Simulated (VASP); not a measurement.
Na: single point with PBEsol

Crystal: Na.

```
CELL_PARAMETERS angstrom
0.00000 2.63551 2.63551
2.63551 0.00000 2.63551
2.63551 2.63551 0.00000
ATOMIC_POSITIONS crystal
Na 0.00000 0.00000 0.00000
```

The cell was built by a generator and needn't be a form met in nature.

| Quantity | Value |
| --- | --- |
| Program | VASP 6.6.1 |
| Task | single point |
| Functional | PBEsol |
| Potentials or basis | VASP PAW PBE potentials, release 64 (Na_pv) |
| Cutoff | 520 eV |
| k mesh | 11 × 11 × 11 |
| Occupations | fermi-dirac, width 0.136057 eV |
| Spin | no spin polarisation |
| Dipole correction | no |
| Further INCAR settings | ALGO = Normal; EDIFF = 1e-07; NBANDS = 10 |

* Pressure: 0.0 GPa
* Band gap on the k mesh: none (metal or under the smearing width)

Levels at points of the mesh, in eV from the Fermi level:
| k point | band 1 | band 2 | band 3 | band 4 | band 5 | band 6 | band 7 | band 8 | band 9 |
| --- | --- | --- | --- | --- | --- | --- | --- | --- | --- |
| (0.00, 0.00, 0.00) | -24.78 | -24.78 | -24.78 | -3.32 | 11.16 | 11.16 | 11.16 | 12.26 | 12.78 |

Wall time 6.6 s on 1 thread of Intel(R) Xeon(R) 6975P-C (Granite Rapids) (shared host), peak memory 0.15 GiB.

Caveat: the PAW data sets were made with another functional, which shifts forces and pressure a little.
